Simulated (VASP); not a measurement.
Input of a VASP 6.6.1 run:

File INCAR:

```
SYSTEM = CdTe
PREC = Accurate
ENCUT = 520
EDIFF = 1E-7
ISMEAR = -1
SIGMA = 0.05
LREAL = .FALSE.
LASPH = .TRUE.
NELM = 100
ALGO = Normal
ISIF = 2
LWAVE = .FALSE.
LCHARG = .TRUE.
GGA = RP
IVDW = 12
LELF = .TRUE.
LVHAR = .TRUE.
NBANDS = 16
```

KPOINTS

```
regular mesh
0
G
  7 7 7
  0 0 0
```

Contents of POSCAR:

```
CdTe
1.0
    0.0000000000      3.2050000000      3.2050000000
    3.2050000000      0.0000000000      3.2050000000
    3.2050000000      3.2050000000      0.0000000000
Te Cd
1 1
Direct
    0.7500000000      0.7500000000      0.7500000000
    0.0000000000      0.0000000000      0.0000000000
```

Potentials or basis: VASP PAW PBE potentials, release 64 (Te, Cd).

Launch:

```sh
$ cat potpaw_PBE.64/Te/POTCAR potpaw_PBE.64/Cd/POTCAR > POTCAR
$ mpirun -np 1 vasp_std > vasp.out
```

(1) What does it give for the pressure?

(2) Estimate the dispersion energy per atom.

(3) What does it give for the band gap on the k mesh?

Results:

(1) -2.8 GPa.

(2) -1.533 eV.

(3) 1.02 eV, direct.

Caveat: the PAW data sets were made with another functional, which shifts forces and pressure a little; spin-orbit coupling is left out, which moves the levels of the heavy elements.

**Experimental background.**

From a printed reference work, data compilation, for a bulk crystal of CdTe at 0 K: band gap 1.607 eV.

Against the measured gap of CdTe, 1.607 eV (0 K; a printed reference work, data compilation), the calculated 1.02 eV is off by -0.58 eV. Spin-orbit coupling on Cd, Te is left out. The value is that of RPBE+D3(BJ), without temperature or zero-point motion. Semilocal functionals fall short of measured gaps as a rule.
